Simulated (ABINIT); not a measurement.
The system is WS2.

```
CELL_PARAMETERS angstrom
2.59173 0.00000 0.00000
0.00000 2.59173 0.00000
0.00000 0.00000 9.23417
ATOMIC_POSITIONS crystal
W 0.50000 0.50000 0.50000
S 0.50000 0.50000 0.76566
S 0.50000 0.50000 0.23434
```

The cell was built by a generator and needn't be a form met in nature.

| Property | Result |
| --- | --- |
| Program | ABINIT 10.8.3 (patched build) |
| Task | single point |
| Functional | PBE |
| Potentials or basis | JTH PAW PBE v2.0 |
| Cutoff | 544 eV |
| k mesh | 10 × 10 × 3 |
| Occupations | fermi-dirac, width 0.05 eV |
| Spin | no spin polarisation |

On this cell: pressure 0.6 GPa; largest force 0.051 eV/Å; band gap on the k mesh none (metal or under the smearing width).

The same run follows on a disturbed copy (atoms moved at random, drawn with an rms of 0.05 Å):

```
CELL_PARAMETERS angstrom
2.59173 0.00000 0.00000
0.00000 2.59173 0.00000
0.00000 0.00000 9.23417
ATOMIC_POSITIONS crystal
W 0.50801 0.50711 0.50064
S 0.51982 0.51597 0.76917
S 0.49619 0.48910 0.23427
```

What does the disturbed cell give?

The energy (extrapolated to zero smearing) moves by +1.3 meV/atom; pressure -0.1 GPa; largest force 0.196 eV/Å; band gap on the k mesh none (metal or under the smearing width).

Forces in eV/Å, atoms in the order of the input:
```
W   -0.003 -0.016  0.127
S   -0.020 -0.014 -0.194
S    0.023  0.029  0.067
```

Stress tensor (GPa, compression positive):
```
 0.68  0.00 -0.24
 0.00  0.70 -0.26
-0.24 -0.26 -1.81
```

Caveats: this functional lacks dispersion, which binds the layers, so the pressure and a relaxed spacing across them are unreliable (some runs).
